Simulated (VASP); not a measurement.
Crystal: Ge.

```
Ge
1.0
    -0.02821    2.10200    2.11346
     2.07162   -0.03255    2.11780
     2.04296    2.07768   -0.00389
Ge
1
Direct
  0.00000 0.00000 0.00000
```

This isn't the form of Ge at room conditions, which is diamond.

| Quantity | Value |
| --- | --- |
| Program | VASP 6.6.1 |
| Task | relaxation of cell and atoms |
| Functional | BLYP |
| Dispersion | D3 |
| Potentials or basis | VASP PAW PBE potentials, release 64 (Ge_d) |
| Cutoff | 600 eV |
| k mesh | 11 × 11 × 11 |
| Occupations | fermi-dirac, width 0.05 eV |
| Spin | no spin polarisation |

At the start: pressure 7.8 GPa; volume 18.47 Å³/atom.

**Question.** How do energy, volume and symmetry change on relaxing?

**Answer.** Over 28 steps the energy falls by 132.3 meV/atom and the volume is 23.26 Å³/atom (+25.9 %); space group Fm-3m (No. 225, to 0.05 Å).

Step by step:
```csv
step,energy change (eV),largest force (eV/Å),pressure (GPa),volume (Å³)
1,0.0000,0.0000,7.79,18.47
2,-0.0945,0.0000,12.44,20.98
3,0.1696,0.0000,-9.26,29.81
4,-0.0697,0.0000,-6.97,25.03
5,-0.1311,0.0000,-1.11,23.35
6,-0.1302,0.0000,2.38,23.09
7,-0.1314,0.0000,0.03,23.25
8,-0.1319,0.0000,-0.15,23.27
9,-0.1321,0.0000,-0.50,23.29
10,-0.1322,0.0000,0.74,23.22
11,-0.1322,0.0000,-0.09,23.25
12,-0.1322,0.0000,0.20,23.24
13,-0.1322,0.0000,0.08,23.24
14,-0.1322,0.0000,0.19,23.24
15,-0.1322,0.0000,-0.56,23.27
16,-0.1322,0.0000,0.31,23.25
17,-0.1322,0.0000,-0.01,23.26
18,-0.1322,0.0000,-0.07,23.26
19,-0.1322,0.0000,0.04,23.25
20,-0.1322,0.0000,0.23,23.25
21,-0.1322,0.0000,0.00,23.25
22,-0.1322,0.0000,0.09,23.25
23,-0.1322,0.0000,0.14,23.25
24,-0.1322,0.0000,0.17,23.25
25,-0.1322,0.0000,0.20,23.25
26,-0.1323,0.0000,0.17,23.24
27,-0.1323,0.0000,-0.26,23.26
28,-0.1323,0.0000,-0.04,23.26
```

Final structure:
```
Ge
1.0
    -0.00183    2.25968    2.27382
     2.26061   -0.00217    2.27362
     2.26084    2.25905   -0.00181
Ge
1
Direct
  0.00000 0.00000 0.00000
```

Caveat: the volume moved by over 15 % at a fixed basis, so the end points are rough; the PAW data sets were made with another functional, which shifts forces and pressure a little; pairwise dispersion overbinds metals, which lowers pressure and volume.
